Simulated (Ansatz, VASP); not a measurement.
One calculation of TiN (Osbornite), two programs

```
Ti N
1.0
     0.00000    2.11900    2.11900
     2.11900    0.00000    2.11900
     2.11900    2.11900    0.00000
Ti N
1 1
Direct
  0.00000 0.00000 0.00000
  0.50000 0.50000 0.50000
```

Alike in both runs: task single point; functional PBEsol; k mesh 12 × 12 × 12; occupations fermi-dirac, width 0.1 eV; no spin polarisation.

|  | VASP | Ansatz |
| --- | --- | --- |
| version | VASP 6.6.1 | Ansatz 0.2.0 |
| potentials or method | VASP PAW PBE potentials, release 64 (Ti_sv, N) | plane waves, PAW |
| plane-wave cutoff (eV) | 520 | 420 |
| valence electrons in the cell | 17 | 17 |

```tsv
	VASP	Ansatz	Ansatz less VASP
pressure (GPa)	-6.3	-6.8	-0.44
```

The functional is the same, so the differences come from potentials, cutoffs and numerics.

Caveats: the PAW data sets were made with another functional, which shifts forces and pressure a little (VASP).
